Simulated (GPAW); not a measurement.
# TaS2 (P-3m1) in GPAW: settings compared

The runs below take TaS2 through relaxation of cell and atoms, with PBE+D3(BJ), PBE.

Everything below comes from runs of GPAW 26.7.0. Logs are shortened: lines on timing, memory, paths and dates and some standing lists are left out, and cuts for length are marked. The log counts tension as positive stress, the text compression.

## Step 1: Starting point

The structure is trigonal, space group P-3m1 (No. 164). Conventional cell: a = 3.350 Å, b = 3.350 Å, c = 5.860 Å, α = 90.00°, β = 90.00°, γ = 120.00°. Ta (site symmetry -3m) has 6 S at 2.43 Å as nearest neighbours. Around S (site symmetry 3m) lie 3 Ta at 2.43 Å.

## Step 2: Relaxation of cell and atoms, PBE+D3(BJ)

The input, run.py:

```python
from ase import Atoms
from ase.calculators.mixing import SumCalculator
from ase.filters import FrechetCellFilter
from ase.io import write
from ase.optimize import BFGS
from dftd3.ase import DFTD3
from gpaw import GPAW, PW

atoms = Atoms(['Ta', 'S', 'S'],
              cell=[[3.35, 0.0, 0.0],
                    [-1.675, 2.9011851027, 0.0],
                    [0.0, 0.0, 5.86]],
              scaled_positions=[[0.0, 0.0, 0.0],
                                [0.6666666667, 0.3333333333, 0.75],
                                [0.3333333333, 0.6666666667, 0.25]],
              pbc=True)

calc = GPAW(mode=PW(600),
            xc='PBE',
            kpts={'size': (7, 7, 4), 'gamma': True},
            occupations={'name': 'fermi-dirac', 'width': 0.05},
            nbands=25,
            convergence={'density': 1e-05, 'energy': 1e-05},
            maxiter=150,
            txt='gpaw.txt')
atoms.calc = SumCalculator([calc, DFTD3(method='pbe', damping='d3bj')])
opt = BFGS(FrechetCellFilter(atoms), trajectory='relax.traj', logfile='-')
done = opt.run(fmax=0.02, steps=40)
calc.write('gs.gpw')
write('result.traj', atoms)
print('Converged:', done)
print('Cell:', atoms.cell.cellpar().round(4))
print('Volume:', round(atoms.get_volume(), 4))
print(atoms.get_scaled_positions().round(5))
```

Potentials or basis: GPAW PAW data sets (gpaw-data 1.2.1), pw.

The run is started by

```console
> OMP_NUM_THREADS=1 python run.py
```

gpaw.txt:

```text
__  _  _
 | _ |_)|_||  |
 |__||  | ||/\| - 26.7.0

Input parameters:
  mode=PW(ecut=600.0),
  convergence={'density': 1e-05, 'energy': 1e-05},
  kpts=MonkhorstPack(size=(7, 7, 4), gamma=True),
  maxiter=150,
  nbands=25,
  occupations=Occupations(name='fermi-dirac', width=0.05),
  xc=XC(name='PBE')

Diagonalizing LCAO Hamiltonian
Converting LCAO to pw mode

            S

         S

       Ta

Atoms  # Å, Bohr magnetons
|   | symbol |         x |        y |        z |    initial magnetic moments |
|---|--------|-----------|----------|----------|-----------------------------|
| 0 |     Ta |  0.000000 | 0.000000 | 0.000000 | ( 0.0000,  0.0000,  0.0000) |
| 1 |      S |  1.675000 | 0.967062 | 4.395000 | ( 0.0000,  0.0000,  0.0000) |
| 2 |      S | -0.000000 | 1.934123 | 1.465000 | ( 0.0000,  0.0000,  0.0000) |

Unit cell  # Å
| periodic |         x |        y |        z |  lengths |     angles |
|----------|-----------|----------|----------|----------|------------|
|      yes |  3.350000 | 0.000000 | 0.000000 | 3.350000 |  90.000000 |
|      yes | -1.675000 | 2.901185 | 0.000000 | 3.350000 |  90.000000 |
|      yes |  0.000000 | 0.000000 | 5.860000 | 5.860000 | 120.000000 |

Number of symmetries: 12
Symmetry operations  # r_c * U_cc + t_c -> r_c
|    | kind |            matrix            |
|----|------|------------------------------|
|  0 |  σ   |  1, 1, 0,  0,-1, 0,  0, 0, 1 |
|  1 |  S6  |  1, 1, 0, -1, 0, 0,  0, 0,-1 |
|  2 |  E   |  1, 0, 0,  0, 1, 0,  0, 0, 1 |
|  3 |  C2  |  1, 0, 0, -1,-1, 0,  0, 0,-1 |
|  4 |  C2  |  0, 1, 0,  1, 0, 0,  0, 0,-1 |
|  5 |  C3  |  0, 1, 0, -1,-1, 0,  0, 0, 1 |
|  6 |  S6  |  0,-1, 0,  1, 1, 0,  0, 0,-1 |
|  7 |  σ   |  0,-1, 0, -1, 0, 0,  0, 0, 1 |
|  8 |  σ   | -1, 0, 0,  1, 1, 0,  0, 0, 1 |
|  9 |  i   | -1, 0, 0,  0,-1, 0,  0, 0,-1 |
| 10 |  C3  | -1,-1, 0,  1, 0, 0,  0, 0, 1 |
| 11 |  C2  | -1,-1, 0,  0, 1, 0,  0, 0,-1 |

BZ-sampling:
  Number of BZ points: 196
  Number of IBZ points: 28

  Monkhorst-Pack size: [7, 7, 4]
  Monkhorst-Pack shift: [0.0, 0.0, 0.125]

K-points  # in reciprocal-cell coordinates
|     |                                coordinates |     weight |
|-----|--------------------------------------------|------------|
|   0 | (  0.00000000,   0.00000000,   0.00000000) | 0.00510204 |
|   1 | (  0.00000000,   0.00000000,   0.25000000) | 0.01020408 |
|   2 | (  0.00000000,   0.00000000,   0.50000000) | 0.00510204 |
|   3 | (  0.14285714,   0.00000000,  -0.25000000) | 0.03061224 |
|   4 | (  0.14285714,   0.00000000,   0.00000000) | 0.03061224 |
|   5 | (  0.14285714,   0.00000000,   0.25000000) | 0.03061224 |
|   6 | (  0.14285714,   0.00000000,   0.50000000) | 0.03061224 |
|   7 | (  0.28571429,  -0.14285714,   0.00000000) | 0.03061224 |
|   8 | (  0.28571429,  -0.14285714,   0.25000000) | 0.06122449 |
|   9 | (  0.28571429,  -0.14285714,   0.50000000) | 0.03061224 |
| ... |                                            |            |
[... 169 lines left out ...]
Stress tensor  # eV/Ang^3
|         x |         y |         z |
|-----------|-----------|-----------|
| -0.050591 |  0.000000 |  0.000000 |
|  0.000000 | -0.050591 |  0.000000 |
|  0.000000 |  0.000000 | -0.075352 |

Forces  # eV/Ang
|        x |        y |        z |
|----------|----------|----------|
|  0.00000 | -0.00000 |  0.00000 |  # Ta   0
| -0.00000 |  0.00000 | -1.25154 |  # S    1
|  0.00000 | -0.00000 |  1.25154 |  # S    2

Interpolating wave functions to new cell

            S

         S

       Ta

Atoms  # Å, Bohr magnetons
|   | symbol |         x |         y |         z |    initial magnetic moments |
|---|--------|-----------|-----------|-----------|-----------------------------|
| 0 |     Ta | -0.000000 | -0.000000 | -0.000000 | ( 0.0000,  0.0000,  0.0000) |
| 1 |      S |  1.679250 |  0.969515 |  4.397404 | ( 0.0000,  0.0000,  0.0000) |
| 2 |      S | -0.000000 |  1.939031 |  1.490058 | ( 0.0000,  0.0000,  0.0000) |

Unit cell  # Å
| periodic |         x |        y |         z |  lengths |     angles |
|----------|-----------|----------|-----------|----------|------------|
|      yes |  3.358500 | 0.000000 | -0.000000 | 3.358500 |  90.000000 |
|      yes | -1.679250 | 2.908546 |  0.000000 | 3.358500 |  90.000000 |
|      yes | -0.000000 | 0.000000 |  5.887461 | 5.887461 | 120.000000 |

Number of symmetries: 12
Symmetry operations  # r_c * U_cc + t_c -> r_c
|    | kind |            matrix            |
|----|------|------------------------------|
|  0 |  σ   |  1, 1, 0,  0,-1, 0,  0, 0, 1 |
|  1 |  S6  |  1, 1, 0, -1, 0, 0,  0, 0,-1 |
|  2 |  E   |  1, 0, 0,  0, 1, 0,  0, 0, 1 |
|  3 |  C2  |  1, 0, 0, -1,-1, 0,  0, 0,-1 |
|  4 |  C2  |  0, 1, 0,  1, 0, 0,  0, 0,-1 |
|  5 |  C3  |  0, 1, 0, -1,-1, 0,  0, 0, 1 |
|  6 |  S6  |  0,-1, 0,  1, 1, 0,  0, 0,-1 |
|  7 |  σ   |  0,-1, 0, -1, 0, 0,  0, 0, 1 |
|  8 |  σ   | -1, 0, 0,  1, 1, 0,  0, 0, 1 |
|  9 |  i   | -1, 0, 0,  0,-1, 0,  0, 0,-1 |
| 10 |  C3  | -1,-1, 0,  1, 0, 0,  0, 0, 1 |
| 11 |  C2  | -1,-1, 0,  0, 1, 0,  0, 0,-1 |

BZ-sampling:
  Number of BZ points: 196
  Number of IBZ points: 28
[... 2125 lines left out ...]
Stress tensor  # eV/Ang^3
|         x |         y |         z |
|-----------|-----------|-----------|
| -0.029596 |  0.000000 | -0.000000 |
|  0.000000 | -0.029596 |  0.000000 |
| -0.000000 |  0.000000 | -0.028128 |

Forces  # eV/Ang
|        x |        y |        z |
|----------|----------|----------|
|  0.00000 | -0.00000 |  0.00000 |  # Ta   0
|  0.00000 | -0.00000 | -0.11919 |  # S    1
| -0.00000 |  0.00000 |  0.11919 |  # S    2

Interpolating wave functions to new cell

            S

         S

       Ta

Atoms  # Å, Bohr magnetons
|   | symbol |         x |         y |         z |    initial magnetic moments |
|---|--------|-----------|-----------|-----------|-----------------------------|
| 0 |     Ta | -0.000000 | -0.000000 | -0.000000 | ( 0.0000,  0.0000,  0.0000) |
| 1 |      S |  1.661722 |  0.959395 |  4.222681 | ( 0.0000,  0.0000,  0.0000) |
| 2 |      S | -0.000000 |  1.918791 |  1.545157 | ( 0.0000,  0.0000,  0.0000) |

Unit cell  # Å
| periodic |         x |        y |         z |  lengths |     angles |
|----------|-----------|----------|-----------|----------|------------|
|      yes |  3.323443 | 0.000000 | -0.000000 | 3.323443 |  90.000000 |
|      yes | -1.661722 | 2.878186 |  0.000000 | 3.323443 |  90.000000 |
|      yes | -0.000000 | 0.000000 |  5.767838 | 5.767838 | 120.000000 |

Number of symmetries: 12
Symmetry operations  # r_c * U_cc + t_c -> r_c
|    | kind |            matrix            |
|----|------|------------------------------|
|  0 |  σ   |  1, 1, 0,  0,-1, 0,  0, 0, 1 |
|  1 |  S6  |  1, 1, 0, -1, 0, 0,  0, 0,-1 |
|  2 |  E   |  1, 0, 0,  0, 1, 0,  0, 0, 1 |
|  3 |  C2  |  1, 0, 0, -1,-1, 0,  0, 0,-1 |
|  4 |  C2  |  0, 1, 0,  1, 0, 0,  0, 0,-1 |
|  5 |  C3  |  0, 1, 0, -1,-1, 0,  0, 0, 1 |
|  6 |  S6  |  0,-1, 0,  1, 1, 0,  0, 0,-1 |
|  7 |  σ   |  0,-1, 0, -1, 0, 0,  0, 0, 1 |
|  8 |  σ   | -1, 0, 0,  1, 1, 0,  0, 0, 1 |
|  9 |  i   | -1, 0, 0,  0,-1, 0,  0, 0,-1 |
| 10 |  C3  | -1,-1, 0,  1, 0, 0,  0, 0, 1 |
| 11 |  C2  | -1,-1, 0,  0, 1, 0,  0, 0,-1 |

BZ-sampling:
  Number of BZ points: 196
  Number of IBZ points: 28
[... 187 lines left out ...]
Stress tensor  # eV/Ang^3
|         x |         y |         z |
|-----------|-----------|-----------|
| -0.027994 |  0.000000 | -0.000000 |
|  0.000000 | -0.027994 |  0.000000 |
| -0.000000 |  0.000000 | -0.029917 |

Forces  # eV/Ang
|        x |        y |        z |
|----------|----------|----------|
|  0.00000 |  0.00000 |  0.00000 |  # Ta   0
|  0.00000 | -0.00000 | -0.08863 |  # S    1
| -0.00000 |  0.00000 |  0.08863 |  # S    2

Interpolating wave functions to new cell

            S

         S

       Ta

Atoms  # Å, Bohr magnetons
|   | symbol |         x |         y |         z |    initial magnetic moments |
|---|--------|-----------|-----------|-----------|-----------------------------|
| 0 |     Ta | -0.000000 | -0.000000 | -0.000000 | ( 0.0000,  0.0000,  0.0000) |
| 1 |      S |  1.663363 |  0.960343 |  4.206615 | ( 0.0000,  0.0000,  0.0000) |
| 2 |      S | -0.000000 |  1.920686 |  1.546999 | ( 0.0000,  0.0000,  0.0000) |

Unit cell  # Å
| periodic |         x |        y |         z |  lengths |     angles |
|----------|-----------|----------|-----------|----------|------------|
|      yes |  3.326726 | 0.000000 | -0.000000 | 3.326726 |  90.000000 |
|      yes | -1.663363 | 2.881029 |  0.000000 | 3.326726 |  90.000000 |
|      yes | -0.000000 | 0.000000 |  5.753614 | 5.753614 | 120.000000 |

Number of symmetries: 12
Symmetry operations  # r_c * U_cc + t_c -> r_c
|    | kind |            matrix            |
|----|------|------------------------------|
|  0 |  σ   |  1, 1, 0,  0,-1, 0,  0, 0, 1 |
|  1 |  S6  |  1, 1, 0, -1, 0, 0,  0, 0,-1 |
|  2 |  E   |  1, 0, 0,  0, 1, 0,  0, 0, 1 |
|  3 |  C2  |  1, 0, 0, -1,-1, 0,  0, 0,-1 |
|  4 |  C2  |  0, 1, 0,  1, 0, 0,  0, 0,-1 |
|  5 |  C3  |  0, 1, 0, -1,-1, 0,  0, 0, 1 |
|  6 |  S6  |  0,-1, 0,  1, 1, 0,  0, 0,-1 |
|  7 |  σ   |  0,-1, 0, -1, 0, 0,  0, 0, 1 |
|  8 |  σ   | -1, 0, 0,  1, 1, 0,  0, 0, 1 |
|  9 |  i   | -1, 0, 0,  0,-1, 0,  0, 0,-1 |
| 10 |  C3  | -1,-1, 0,  1, 0, 0,  0, 0, 1 |
| 11 |  C2  | -1,-1, 0,  0, 1, 0,  0, 0,-1 |

BZ-sampling:
  Number of BZ points: 196
  Number of IBZ points: 28
[... 186 lines left out ...]
Stress tensor  # eV/Ang^3
|         x |         y |         z |
|-----------|-----------|-----------|
| -0.025287 |  0.000000 | -0.000000 |
|  0.000000 | -0.025287 |  0.000000 |
| -0.000000 |  0.000000 | -0.027783 |

Forces  # eV/Ang
|        x |        y |        z |
|----------|----------|----------|
|  0.00000 | -0.00000 |  0.00000 |  # Ta   0
|  0.00000 | -0.00000 | -0.02471 |  # S    1
| -0.00000 |  0.00000 |  0.02471 |  # S    2

Interpolating wave functions to new cell

            S

         S

       Ta

Atoms  # Å, Bohr magnetons
|   | symbol |         x |         y |         z |    initial magnetic moments |
|---|--------|-----------|-----------|-----------|-----------------------------|
| 0 |     Ta | -0.000000 | -0.000000 | -0.000000 | ( 0.0000,  0.0000,  0.0000) |
| 1 |      S |  1.663642 |  0.960504 |  4.208403 | ( 0.0000,  0.0000,  0.0000) |
| 2 |      S | -0.000000 |  1.921008 |  1.549009 | ( 0.0000,  0.0000,  0.0000) |

Unit cell  # Å
| periodic |         x |        y |         z |  lengths |     angles |
|----------|-----------|----------|-----------|----------|------------|
|      yes |  3.327283 | 0.000000 | -0.000000 | 3.327283 |  90.000000 |
|      yes | -1.663642 | 2.881512 |  0.000000 | 3.327283 |  90.000000 |
|      yes | -0.000000 | 0.000000 |  5.757412 | 5.757412 | 120.000000 |

Number of symmetries: 12
Symmetry operations  # r_c * U_cc + t_c -> r_c
|    | kind |            matrix            |
|----|------|------------------------------|
|  0 |  σ   |  1, 1, 0,  0,-1, 0,  0, 0, 1 |
|  1 |  S6  |  1, 1, 0, -1, 0, 0,  0, 0,-1 |
|  2 |  E   |  1, 0, 0,  0, 1, 0,  0, 0, 1 |
|  3 |  C2  |  1, 0, 0, -1,-1, 0,  0, 0,-1 |
|  4 |  C2  |  0, 1, 0,  1, 0, 0,  0, 0,-1 |
|  5 |  C3  |  0, 1, 0, -1,-1, 0,  0, 0, 1 |
|  6 |  S6  |  0,-1, 0,  1, 1, 0,  0, 0,-1 |
|  7 |  σ   |  0,-1, 0, -1, 0, 0,  0, 0, 1 |
|  8 |  σ   | -1, 0, 0,  1, 1, 0,  0, 0, 1 |
|  9 |  i   | -1, 0, 0,  0,-1, 0,  0, 0,-1 |
| 10 |  C3  | -1,-1, 0,  1, 0, 0,  0, 0, 1 |
| 11 |  C2  | -1,-1, 0,  0, 1, 0,  0, 0,-1 |

BZ-sampling:
  Number of BZ points: 196
  Number of IBZ points: 28
[... 167 lines left out ...]
|          9 |         7.430 |     2.000 |
|         10 |         7.893 |     2.000 |
[... 8 lines left out ...]
|         19 |        17.437 |     0.000 |
|         20 |        17.437 |     0.000 |
|        ... |               |           |
|         24 |        22.199 |     0.000 |

No gap
No difference between direct/indirect transitions

Stress tensor  # eV/Ang^3
|         x |         y |         z |
|-----------|-----------|-----------|
| -0.024044 |  0.000000 | -0.000000 |
|  0.000000 | -0.024044 |  0.000000 |
| -0.000000 |  0.000000 | -0.025752 |

Forces  # eV/Ang
|        x |        y |        z |
|----------|----------|----------|
| -0.00000 | -0.00000 |  0.00000 |  # Ta   0
| -0.00000 |  0.00000 |  0.00986 |  # S    1
|  0.00000 | -0.00000 | -0.00986 |  # S    2

# Writing to gs.gpw (mode='')
```

Run time: 3.1 min. Hardware: 1 thread of AMD EPYC 7B13 (Zen 3), shared host; peak memory 0.29 GiB.

Results:

```
Free energy                            : -22.3655 eV
Relaxed volume                         : 18.40 Å³/atom
Relaxed cell                           : a = 3.327 Å, b = 3.327 Å, c = 5.757 Å, α = 90.00°, β = 90.00°, γ = 120.00°
Space group after relaxing (to 0.05 Å) : P-3m1 (No. 164)
Energy gained by relaxing              : 35.7 meV/atom
Ionic steps                            : 13
Pressure after relaxing                : 0.0 GPa
Largest force after relaxing           : 0.004 eV/Å
Band gap on the k mesh                 : none (metal or under the smearing width)
Dispersion energy per atom             : -0.428 eV
```

Forces in eV/Å, atoms in the order of the input:
```
Ta   0.000  0.000  0.000
S    0.000  0.000 -0.004
S    0.000  0.000  0.004
```

The path:
```
step  energy change (eV)  largest force (eV/Å)  pressure (GPa)  volume (Å³)
   1              0.0000                1.2675            5.76        56.95
   2             -0.0539                0.7851            2.59        57.51
   3             -0.0850                0.1502           -1.34        58.14
   4             -0.0874                0.0950           -1.54        58.05
   5             -0.0974                0.0800           -1.64        57.18
   6             -0.1009                0.0692           -0.94        56.53
   7             -0.1023                0.0100           -0.14        56.12
   8             -0.1027                0.0474            0.13        56.01
   9             -0.1036                0.1014            0.51        55.79
  10             -0.1050                0.1334            0.78        55.46
  11             -0.1063                0.1030            0.66        55.17
  12             -0.1069                0.0390            0.25        55.14
  13             -0.1071                0.0044            0.02        55.20
```

Final structure:
```xyz
3
Lattice="3.3273 0.0000 0.0000 -1.6636 2.8815 0.0000 0.0000 0.0000 5.7574" Properties=species:S:1:pos:R:3 pbc="T T T"
Ta    0.0000    0.0000    0.0000
S     1.6636    0.9605    4.2084
S     0.0000    1.9210    1.5490
```

Caveat: later steps reuse the first step's grids. Spin-orbit coupling is left out, which matters for the levels of Ta.

## Step 3: Relaxation of cell and atoms, PBE, target pressure 5 GPa, at which the enthalpy is minimised

The input, run.py:

```python
from ase.filters import FrechetCellFilter
from ase.io import read, write
from ase.optimize import BFGS
from ase.units import GPa
from gpaw import GPAW, PW

atoms = read('TaS2.cif')

calc = GPAW(mode=PW(600),
            xc='PBE',
            kpts={'size': (7, 7, 4), 'gamma': True},
            occupations={'name': 'fermi-dirac', 'width': 0.05},
            nbands=25,
            convergence={'density': 1e-06, 'energy': 1e-06, 'eigenstates': 1e-10},
            maxiter=150,
            txt='gpaw.txt')
atoms.calc = calc
opt = BFGS(FrechetCellFilter(atoms, scalar_pressure=5 * GPa), trajectory='relax.traj', logfile='-')
done = opt.run(fmax=0.02, steps=40)
calc.write('gs.gpw')
write('result.traj', atoms)
print('Converged:', done)
print('Cell:', atoms.cell.cellpar().round(4))
print('Volume:', round(atoms.get_volume(), 4))
print(atoms.get_scaled_positions().round(5))
```

The input, TaS2.cif:

```cif
data_TaS2
_cell_length_a 3.35000000
_cell_length_b 3.35000000
_cell_length_c 5.86000000
_cell_angle_alpha 90.00000000
_cell_angle_beta 90.00000000
_cell_angle_gamma 120.00000000
_space_group_name_H-M_alt 'P-3m1'
_space_group_name_Hall '-P 3 2"'
_space_group_IT_number 164
loop_
_space_group_symop_operation_xyz
'x,y,z'
'-x,-y,-z'
'-y,x-y,z'
'y,-x+y,-z'
'-x+y,-x,z'
'x-y,x,-z'
'y,x,-z'
'-y,-x,z'
'x-y,-y,-z'
'-x+y,y,z'
'-x,-x+y,-z'
'x,x-y,z'
loop_
_atom_site_label
_atom_site_type_symbol
_atom_site_symmetry_multiplicity
_atom_site_Wyckoff_symbol
_atom_site_fract_x
_atom_site_fract_y
_atom_site_fract_z
_atom_site_occupancy
Ta1 Ta 1 a 0.0000000000 0.0000000000 0.0000000000 1
S1 S 2 d 0.6666666667 0.3333333333 0.7500000000 1
```

Potentials or basis: GPAW PAW data sets (gpaw-data 1.2.1), pw.

The run is started by

```console
> OMP_NUM_THREADS=1 python run.py
```

It took 3.5 min on 1 thread of AMD EPYC 7B13 (Zen 3), shared host; peak memory 0.33 GiB.

It converged, with:

| Item | Value |
| --- | --- |
| Free energy | -21.0560 eV |
| Relaxed volume | 18.11 Å³/atom |
| Relaxed cell | a = 3.314 Å, b = 3.314 Å, c = 5.715 Å, α = 90.00°, β = 90.00°, γ = 120.00° |
| Space group after relaxing (to 0.05 Å) | P-3m1 (No. 164) |
| Energy change on relaxing (the enthalpy is what falls) | -12.5 meV/atom |
| Ionic steps | 13 |
| Pressure after relaxing | 5.0 GPa |
| Band gap on the k mesh | none (metal or under the smearing width) |

Step by step:
```tsv
step	energy change (eV)	largest force (eV/Å)	pressure (GPa)	volume (Å³)
1	0.0000	1.2516	9.43	56.95
2	-0.0607	0.8113	6.55	57.38
3	-0.1065	0.1776	2.74	57.80
4	-0.1065	0.0941	2.48	57.63
5	-0.0842	0.1369	2.73	56.31
6	-0.0660	0.0913	3.88	55.55
7	-0.0544	0.0279	5.00	55.11
8	-0.0518	0.0672	5.29	55.00
9	-0.0441	0.1408	5.84	54.68
10	-0.0370	0.1449	5.94	54.38
11	-0.0347	0.0751	5.51	54.27
12	-0.0367	0.0170	5.10	54.32
13	-0.0376	0.0007	5.00	54.34
```

Final structure:
```
CELL_PARAMETERS angstrom
3.31352 0.00000 0.00000
-1.65676 2.86959 0.00000
0.00000 0.00000 5.71532
ATOMIC_POSITIONS crystal
Ta 0.00000 0.00000 0.00000
S 0.66667 0.33333 0.72834
S 0.33333 0.66667 0.27166
```

Levels at points of the mesh, in eV from the Fermi level:
```tsv
k point	band 10	band 11	band 12	band 13	band 14	band 15	band 16	band 17
(0.00, 0.00, 0.00)	-0.97	-0.53	-0.53	-0.10	0.23	0.23	3.64	3.64
(0.00, 0.00, 0.50)	-3.68	-0.81	-0.81	0.18	0.18	1.11	4.30	4.30
```

Caveat: later steps reuse the first step's grids; this functional lacks dispersion, which binds the layers, so the pressure and a relaxed spacing across them are unreliable. Spin-orbit coupling is left out, which matters for the levels of Ta.
